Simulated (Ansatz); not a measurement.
# AlNi3: the cost of one run

Method: DFT PBE, scalar-relativistic, plane waves, PAW, in Ansatz 0.2.0.

### 1 The structure to begin with

It takes space group Pm-3m (No. 221, cubic). The conventional cell has a = 3.567 Å, b = 3.567 Å, c = 3.567 Å, α = 90.00°, β = 90.00°, γ = 90.00°. Around Al (site symmetry m-3m) lie 12 Ni at 2.52 Å. Around Ni (site symmetry 4/mmm) lie 4 Al at 2.52 Å and 8 Ni at 2.52 Å.

As a file:

```
CELL_PARAMETERS angstrom
3.56668 0.00000 0.00000
0.00000 3.56668 0.00000
0.00000 0.00000 3.56668
ATOMIC_POSITIONS crystal
Al 0.00000 0.00000 0.00000
Ni 0.00000 0.50000 0.50000
Ni 0.50000 0.00000 0.50000
Ni 0.50000 0.50000 0.00000
```

It goes back to an entry of the Materials Project, which need not be the stable form.

It is the result of an earlier relaxation at this level (volume 11.34 Å³/atom; gap on the mesh: none (metal), site moments up to 0.3 μB).

The unstrained cell was computed beforehand with the same settings: E(σ→0) = -18058.3914 eV for 4 atoms, gap none (metal).

### 2 Strain -1.0 %

input.yaml

```yaml
crystal:
  lattice:
    - [3.5310121056, 0.0, 0.0]
    - [0.0, 3.5755955918, 0.0]
    - [0.0, 0.0, 3.5755955918]
  atoms:
    - { symbol: Al, position: [0.0, 0.0, 0.0] }
    - { symbol: Ni, position: [0.0, 0.5, 0.5], spin: 0.3 }
    - { symbol: Ni, position: [0.5, 0.0, 0.5], spin: 0.3 }
    - { symbol: Ni, position: [0.5, 0.5, 0.0], spin: 0.3 }
basis:
  ecutwfc: 420
kpoints:
  mp_grid: { grid: [14, 14, 14] }
hamiltonian:
  xc: pbe
scf:
  occupations: { method: gaussian, width: 0.1 }
output:
  forces: true
  stress: true
  eigenvalues: true
  populations: true
  write_density: true
  write_potential: true
  elf: true
  volumetric_format: npy
magnetization:
  spin_polarized: true
relax:
  adjacent_minimum: "off"
  f_tol: 0.008
  max_steps: 40
  cell: { stress_tol: 0.015, fix: [a, angles] }
```

On the command line:

```bash
$ ansatz run input.yaml --threads 1 --pin off --max-ram 2560MiB --backend cpu --events-out ev --progress --plain --runs-dir out
```

What time and memory should one allow on 1 thread of Oxide Virtual Turin-like (Zen 5), shared host?

About 3.1 min, with a peak of 0.92 GiB.
